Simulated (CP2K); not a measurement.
The system is CdF2.

```
CELL_PARAMETERS angstrom
3.80989 0.00000 0.00000
1.90495 3.29946 0.00000
1.90495 1.09982 3.11076
ATOMIC_POSITIONS crystal
Cd 0.00000 0.00000 0.00000
F 0.75000 0.75000 0.75000
F 0.25000 0.25000 0.25000
```

```yaml
Program: CP2K 2026.2
Task: relaxation of cell and atoms
Functional: RPBE
Potentials_or_basis: POTENTIAL_UZH Cd GTH-PBE-q12, F GTH-PBE-q7; TZVP-MOLOPT-PBE-GTH basis
Density_cutoff: 14966 eV
k_mesh: 7 × 7 × 7
Occupations: fermi-dirac, width 0.05 eV
Spin: no spin polarisation
```

At the start: pressure 10.7 GPa; volume 13.03 Å³/atom.

Problem. How do energy, volume and symmetry change on relaxing?

Solution. Over 6 steps the energy falls by 42.3 meV/atom and the volume is 14.47 Å³/atom (+11.0 %); space group R-3m (No. 166, to 0.05 Å).

The path:
| step | energy change (eV) | largest force (eV/Å) | volume (Å³) |
| --- | --- | --- | --- |
| 1 | 0.0000 | 0.0000 | 39.10 |
| 2 | -0.0176 | 0.0038 | 39.38 |
| 3 | -0.1244 | 0.0165 | 42.70 |
| 4 | -0.1269 | 0.0272 | 43.28 |
| 5 | -0.1269 | 0.0586 | 43.40 |
| 6 | -0.1269 | 0.0586 | 43.40 |

Final structure:
```
Cd F
1.0
     3.91533    0.00000    0.00000
     1.90484    3.42121    0.00000
     1.90484    1.09970    3.23990
Cd F
1 2
Direct
  0.00000 0.00000 0.00000
  0.75000 0.75000 0.75000
  0.25000 0.25000 0.25000
```

Caveat: the potentials were made for another functional, which shifts forces and pressure; the basis of atomic orbitals isn't converged, which shifts pressures, moduli and gaps; the real-space grid breaks the cell's symmetry a little.
